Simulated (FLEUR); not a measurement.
# Anisotropy of 2 ML Co on Ir(111), 3 substrate layers with FLEUR, part 2 of 2

Aim: the anisotropy of 2 ML Co on Ir(111), 3 substrate layers from single passes in the potential of one collinear state.

FLEUR MaX-R8.1; PBE; all-electron FLAPW film, Dirac cores, scalar-relativistic bands.

So far. Step 2 (The magnetic state): After 68 cycles the largest moment stands at 1.93 μB.

### Step 5. Spin–orbit coupling, moments along z

Level of this step: PBE; all-electron FLAPW film, Dirac cores, scalar-relativistic bands with spin-orbit coupling (FLEUR).

Spin–orbit coupling ties the spins to the lattice and lets orbital moments form.

A new self-consistent run of the start ferro ++, with the moments along z. The k list default-1 (kpts.xml, not shown) is a Γ-centred 27×27×1 mesh.

Contents of inp.xml:

```
<?xml version="1.0" encoding="UTF-8" standalone="no"?>
<fleurInput fleurInputVersion="0.39">
   <comment>
      Co2Ir3
   </comment>
   <calculationSetup>
      <cutoffs Kmax="3.66" Gmax="11.0" GmaxXC="11.0" numbands="179"/>
      <scfLoop itmax="150" minDistance="0.00002" maxIterBroyd="15" imix="Anderson" alpha="0.03" precondParam="0.0" spinf="2.0" sdNocoIR="T"/>
      <coreElectrons ctail="T" frcor="F" kcrel="0" coretail_lmax="0"/>
      <xcFunctional name="pbe" relativisticCorrections="F"/>
      <magnetism jspins="2"/>
      <soc l_soc="T" theta="0.0" phi="0.0" spav="F"/>
      <expertModes spex="0" secvar="F"/>
      <geometryOptimization l_f="F" forcealpha="1.0" forcemix="BFGS" epsdisp="0.00001" epsforce="0.00001"/>
      <ldaU l_linMix="F" mixParam="0.05" spinf="1.0"/>
   </calculationSetup>
   <cell>
      <bzIntegration valenceElectrons="79.0" mode="hist" fermiSmearingEnergy="0.00183747">
         <kPointListSelection listName="default-1"/>
         <xi:include xmlns:xi="http://www.w3.org/2001/XInclude" href="kpts.xml"> </xi:include>
      </bzIntegration>
      <xi:include xmlns:xi="http://www.w3.org/2001/XInclude" href="sym.xml"> </xi:include>
      <filmLattice scale="1.0" dVac="21.68" dTilda="24.18">
         <bravaisMatrixFilm>
            <row-1>    5.1298510166768621    -0.0000001111158961</row-1>
            <row-2>   -2.5649254121041283     4.4425813536382073</row-2>
         </bravaisMatrixFilm>
         <vacuumEnergyParameters vacuum="1" spinUp="-.25" spinDown="-.25"/>
         <vacuumEnergyParameters vacuum="2" spinUp="-.25" spinDown="-.25"/>
      </filmLattice>
   </cell>
   <atomSpecies>
      <species name="Iridium (Ir)" element="Ir" atomicNumber="77">
         <mtSphere radius="2.44" gridPoints="807" logIncrement="0.017"/>
         <atomicCutoffs lmax="10" lnonsphr="8"/>
         <electronConfig flipSpins="F">
            <coreConfig>(1s1/2) (2s1/2) (2p1/2) (2p3/2) (3s1/2) (3p1/2) (3p3/2) (4s1/2) (3d3/2) (3d5/2) (4p1/2) (4p3/2) (5s1/2) (4d3/2) (4d5/2) (4f5/2) (4f7/2)</coreConfig>
            <valenceConfig>(5p1/2) (5p3/2) (6s1/2) (5d3/2) (5d5/2)</valenceConfig>
            <stateOccupation state="(5d3/2)" spinUp="1.400000" spinDown="1.400000"/>
            <stateOccupation state="(5d5/2)" spinUp="2.100000" spinDown="2.100000"/>
         </electronConfig>
         <energyParameters s="6" p="6" d="5" f="5"/>
         <lo type="SCLO" l="1" n="5" eDeriv="0"/>
      </species>
      <species name="Cobalt (Co2.000" element="Co" atomicNumber="27">
         <mtSphere radius="2.24" gridPoints="741" logIncrement="0.016"/>
         <atomicCutoffs lmax="8" lnonsphr="6"/>
         <electronConfig flipSpins="F">
            <coreConfig>(1s1/2) (2s1/2) (2p1/2) (2p3/2)</coreConfig>
            <valenceConfig>(3s1/2) (3p1/2) (3p3/2) (4s1/2) (3d3/2) (3d5/2)</valenceConfig>
            <stateOccupation state="(3d3/2)" spinUp="1.5" spinDown="1.3"/>
            <stateOccupation state="(3d5/2)" spinUp="3.0" spinDown="1.2"/>
         </electronConfig>
         <energyParameters s="4" p="4" d="3" f="4"/>
         <lo type="SCLO" l="0" n="3" eDeriv="0"/>
         <lo type="SCLO" l="1" n="3" eDeriv="0"/>
      </species>
   </atomSpecies>
   <atomGroups>
      <atomGroup species="Iridium (Ir)">
         <filmPos label="                   1">.0000000000 .0000000000 -7.9975044304</filmPos>
         <force calculate="T" relaxXYZ="TTT"/>
      </atomGroup>
      <atomGroup species="Iridium (Ir)">
         <filmPos label="                   2">-1.000/3.000 1.000/3.000 -3.8091015857</filmPos>
         <force calculate="T" relaxXYZ="TTT"/>
      </atomGroup>
      <atomGroup species="Iridium (Ir)">
         <filmPos label="                   3">1.000/3.000 -1.000/3.000 .3792588078</filmPos>
         <force calculate="T" relaxXYZ="TTT"/>
      </atomGroup>
      <atomGroup species="Cobalt (Co2.000">
         <filmPos label="                   4">.0000000000 .0000000000 4.3168176526</filmPos>
         <force calculate="T" relaxXYZ="TTT"/>
      </atomGroup>
      <atomGroup species="Cobalt (Co2.000">
         <filmPos label="                   5">-1.000/3.000 1.000/3.000 7.9975044304</filmPos>
         <force calculate="T" relaxXYZ="TTT"/>
      </atomGroup>
   </atomGroups>
   <output dos="F" band="F" slice="F">
      <bandDOS minEnergy="-.5*Htr" maxEnergy="0.5*Htr" sigma="0.015" storeEVData="T"/>
      <plotting iplot="0" polar="F">
         <plot TwoD="T" vec1="  1.0  0.0  0.0" vec2="  0.0  1.0  0.0" vec3="  0.0  0.0  1.0" zero="  0.0  0.0 -0.5" file="plot"/>
      </plotting>
      <moessbauerParams electricFieldGradient="F" isomerShift="F" coreHyperfine="F" valenceHyperfine="F"/>
   </output>
</fleurInput>
```

Contents of crystal.txt:

```
Co2Ir3
&input film=T cartesian=F /
2.71460025339  -0.00000005880  0.00000000000
-1.35730007577  2.35091280996  0.00000000000
0.00000000000  0.00000000000  1.00000000000
1.8897261246
1.0 1.0 1.0

5
77 0.00000000000  0.00000000000  -7.99750443035
77 0.66666666667  0.33333333333  -3.80910158568
77 0.33333333333  0.66666666667  0.37925880782
27 0.00000000000  0.00000000000  4.31681765255 : 2.000
27 0.66666666667  0.33333333333  7.99750443035 : 2.000

&soc 0.0000000 0.0000000 /
&kpt div1=27 div2=27 div3=1 gamma=T /
```

Command:

```sh
OMP_NUM_THREADS=1 inpgen -f crystal.txt > inpgen.log  # inp.xml is then edited as shown
OMP_NUM_THREADS=1 mpirun -n 4 fleur_MPI > fleur.log
```

The log of the run:

```text
[banner, memory and clock lines left out]
Welcome to FLEUR        (www.flapw.de)
      MaX-Release 8.1          (www.max-centre.eu)

 ========== k-point set info ==========
 Selected k-point list: default-1
 k-point list type: mesh
 0 x 0 x 0
 Number of k points: 248

 [... set-up left out ...]
 Iteration:     1   Distance:      29.02741795 me/bohr^3
 Iteration:     2   Distance:      30.83071201 me/bohr^3
 Iteration:     3   Distance:      52.17193420 me/bohr^3
 Iteration:     4   Distance:      32.28411477 me/bohr^3
 Iteration:     5   Distance:      33.05188443 me/bohr^3
 Iteration:     6   Distance:      21.61301407 me/bohr^3
 Iteration:     7   Distance:      11.53470496 me/bohr^3
 Iteration:     8   Distance:      14.30003957 me/bohr^3
 Iteration:     9   Distance:      10.01871888 me/bohr^3
 Iteration:    10   Distance:      11.51315864 me/bohr^3
[... 40 iterations left out ...]
 Iteration:    51   Distance:       0.00344462 me/bohr^3
 Iteration:    52   Distance:       0.00076011 me/bohr^3
 Iteration:    53   Distance:       0.00076570 me/bohr^3
 Iteration:    54   Distance:       0.00033223 me/bohr^3
 Iteration:    55   Distance:       0.00024542 me/bohr^3
 Iteration:    56   Distance:       0.00012081 me/bohr^3
 Iteration:    57   Distance:       0.00002904 me/bohr^3
 Iteration:    58   Distance:       0.00012019 me/bohr^3
 Iteration:    59   Distance:       0.00003088 me/bohr^3
 Iteration:    60   Distance:       0.00001871 me/bohr^3

 ********************************************************************
 Run finished successfully
 Stop message:
   all done
 ********************************************************************

--- out.xml (last complete iteration) ---
<iteration numberForCurrentRun="   60" overallNumber="   60">
         [... left out ...]
         <bandgap value="0.0000000000" units="eV"/>
         <sumValenceSingleParticleEnergies value="-91.0691129950" units="Htr"/>
         <FermiEnergy value="-0.1679507178" units="Htr"/>
         [... left out ...]
         <magneticMomentsInMTSpheres units="muBohr">
            <globalMagMoment atomType="1" vec="0.00000   0.00000  -0.02708"/>
            <globalMagMoment atomType="2" vec="0.00000   0.00000  -0.04759"/>
            <globalMagMoment atomType="3" vec="0.00000   0.00000   0.07817"/>
            <globalMagMoment atomType="4" vec="0.00000   0.00000   1.75325"/>
            <globalMagMoment atomType="5" vec="0.00000   0.00000   1.91974"/>
         </magneticMomentsInMTSpheres>
         <orbitalMomentsInMTSpheres units="muBohr">
            <globalMagMoment atomType="1" vec="0.00000   0.00000  -0.00035"/>
            <globalMagMoment atomType="2" vec="0.00000   0.00000  -0.00971"/>
            <globalMagMoment atomType="3" vec="0.00000   0.00000  -0.00181"/>
            <globalMagMoment atomType="4" vec="0.00000   0.00000   0.09236"/>
            <globalMagMoment atomType="5" vec="0.00000   0.00000   0.12951"/>
         </orbitalMomentsInMTSpheres>
         [... left out ...]
         <totalEnergy value="   -56361.4313174044" units="Htr">
            <sumOfEigenvalues value="   -34646.6484030470">
               <coreElectrons value="-34555.5792900520"/>
               <valenceElectrons value="-91.0691129950"/>
            </sumOfEigenvalues>
         [... left out ...]
            <freeEnergy value="-56361.4331008199"/>
            <extrapolationTo0K value="-56361.4322091122"/>
         </totalEnergy>
         <densityConvergence units="me/bohr^3">
            <chargeDensity spin="1" distance="0.0000073381"/>
            <chargeDensity spin="2" distance="0.0000165837"/>
            <overallChargeDensity distance="0.0000175399"/>
            <spinDensity distance="0.0000187105"/>
         </densityConvergence>
      </iteration>
```

Elapsed: 1.5 h, on 4 MPI ranks of Arm Neoverse V1, shared host; peak memory 2 GiB.

Spin moment in the muffin-tin sphere by atom:

```csv
atom,spin moment in the muffin-tin sphere (μB)
Ir1,-0.03
Ir2,-0.05
Ir3,0.08
Co4,1.75
Co5,1.92
```

This step gave:

```yaml
free_energy: -1533672.7255 eV
program_s_band_gap_on_this_mesh_in_a_metal_only_a_level_spacing: 0 eV
magnetization: 3.519 μB
final_state: ferromagnetic
orbital_moment_along_the_spin: 0.1295 μB
```

Orbital moment in the sphere, along the spin axis by atom:

```csv
atom,"orbital moment in the sphere, along the spin axis (μB)"
Ir1,0.000
Ir2,-0.010
Ir3,-0.002
Co4,0.092
Co5,0.130
```

### Step 6. Results

```json
{
  "reference state": "ferromagnetic",
  "largest sphere moment": "1.93 μB",
  "easy direction of those tried": "z",
  "energy along x less z, force theorem": "1.02 meV a primitive cell",
  "orbital moment on the atom of largest spin, along its spin (spin–orbit run)": "0.130 μB"
}
```

What this shows: By the force theorem the moments prefer z; shape anisotropy is not in it, and in a film it favours the plane. The difference for the second direction goes from 0.40 meV (mesh 17×17×1, 159 states, 16 min of CPU time) to 1.0 meV (mesh 27×27×1, 159 states, 39 min), so it is not converged. The orbital moment is parallel to the spin, as Hund's third rule has it for a shell over half filled. The state was typed, and no other order was converged beside it, so it need not be the ground state. A substrate of 3 unrelaxed layers is a model; thickness and relaxation can move these numbers.

[Logs and program files are shortened in this print: banners, set-up blocks, solver, clock and traceback lines can be left out without a mark of their own.]

[Logs are printed without paths, hosts, clocks, repeated set-up lines and the standing remarks that a program may print on its own settings, such as how far it seeks lower states.]

[Hosts, paths, dates, database ids (printed as entryN), source tags and the programs' standing remarks are cut or masked in the printed files.]

[Where a cell is said to come from a database of computed structures, the database is the Materials Project.]
